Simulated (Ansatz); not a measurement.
**LiCl: rattling a relaxed structure**

The cell was reached from a generator's guess, though it ends in a space group that the Crystallography Open Database lists for this formula.

These are results of DFT PBE, scalar-relativistic, plane waves, PAW in Ansatz, not measurements. Cutoff 420 eV; k points 8×8×8 on the computed 2-atom cell (Γ-centred); Gaussian smearing, width 0.02 eV; no spin polarisation.

The cell below (2 atoms, space group Fm-3m (No. 225)) is relaxed within its symmetry.

```cif
data_structure
_symmetry_space_group_name_H-M 'P 1'
_symmetry_Int_Tables_number 1
_cell_length_a 3.6422
_cell_length_b 3.6422
_cell_length_c 3.6422
_cell_angle_alpha 60.000
_cell_angle_beta 60.000
_cell_angle_gamma 60.000
_cell_volume 34.16
loop_
_atom_site_label
_atom_site_type_symbol
_atom_site_fract_x
_atom_site_fract_y
_atom_site_fract_z
_atom_site_occupancy
Li1 Li 0.50000 0.50000 0.50000 1
Cl1 Cl 0.00000 0.00000 0.00000 1
```

For the test a repeat of it with 8 atoms (edges 3.64, 6.31, 6.31 Å) was strained at random (σ = 1.5 % a component), the atoms were moved at random (σ = 0.15 Å), and all was relaxed again on a coarse 4×2×2 mesh (in the run’s order of axes) with 0.10 eV smearing, with no symmetry imposed.

Question: Does it come back?

Answer: It returns, within 1 meV/atom of the unmoved cell on that mesh and with the same symmetry when read at 0.1 Å (Cm at 0.01 Å, so small strains and shifts remain). So it is stable against the distortions that fit this cell and that this random move excites. Modes that don't fit the cell aren't tested.
